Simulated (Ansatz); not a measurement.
The system is Sb.

```
Sb
1.0
    -1.87134    1.87134    1.87134
     1.87134   -1.87134    1.87134
     1.87134    1.87134   -1.87134
Sb
1
Direct
  0.00000 0.00000 0.00000
```

This isn't the form of Sb at room conditions, which is rhombohedral.

- Program: Ansatz 0.2.0
- Task: relaxation of cell and atoms
- Functional: RPBE
- Dispersion: D4
- Potentials or basis: Ansatz PAW
- Cutoff: 420 eV (not typed: the program's choice for these potentials)
- k mesh: 10 × 10 × 10
- Occupations: fermi-dirac, width 0.05 eV
- Spin: no spin polarisation

At the start: volume 26.21 Å³/atom.

Question: Where does the relaxation end?

Answer: It ends after 4 steps and the volume is 25.68 Å³/atom (-2.0 %); space group Im-3m (No. 229, to 0.05 Å).

Step by step:
```tsv
step	energy change (eV)	largest force (eV/Å)	volume (Å³)
1	0.0000	0.0000	26.21
2	-0.0021	0.0000	25.44
3	-0.0025	0.0000	25.68
4	-0.0024	0.0000	25.68
```

Final structure:
```
Sb
1.0
    -1.85847    1.85847    1.85847
     1.85847   -1.85847    1.85847
     1.85847    1.85847   -1.85847
Sb
1
Direct
  0.00000 0.00000 0.00000
```

Caveat: the plane-wave basis is chosen anew once the cell has moved, so the energies of steps on either side of that aren't comparable; pairwise dispersion overbinds metals, which lowers pressure and volume; the PAW data sets come from PBE, with cores solved anew for the run's functional, which leaves a small shift of forces and pressure.
